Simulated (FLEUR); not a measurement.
ZnS:

```
CELL_PARAMETERS angstrom
0.00000 2.70200 2.70200
2.70200 0.00000 2.70200
2.70200 2.70200 0.00000
ATOMIC_POSITIONS crystal
Zn 0.75000 0.75000 0.75000
S 0.00000 0.00000 0.00000
```

Base run:

* Program: FLEUR MaX-R8.1 (later development tree)
* Functional: LDA
* Potentials or basis: all-electron
* Basis: FLAPW
* Kmax: 5.1 1/bohr
* k mesh: 9 × 9 × 9
* Occupations: fermi-dirac, width 0.05 eV
* Spin: no spin polarisation

Its results: band gap on the k mesh 1.86 eV, direct.

Question: The run is repeated on the same cell with these changes: functional from LDA to r2SCAN. What comes out?

Answer: Band gap on the k mesh 2.68 eV, direct.

r2SCAN gives the wider gap, since meta-GGAs in the generalised Kohn-Sham scheme recover part of the derivative discontinuity.

Caveats: the meta-GGA is that of a development version, with a GGA for the radial functions and cores and without core tails (some runs).

Not every run made on this cell is shown here.
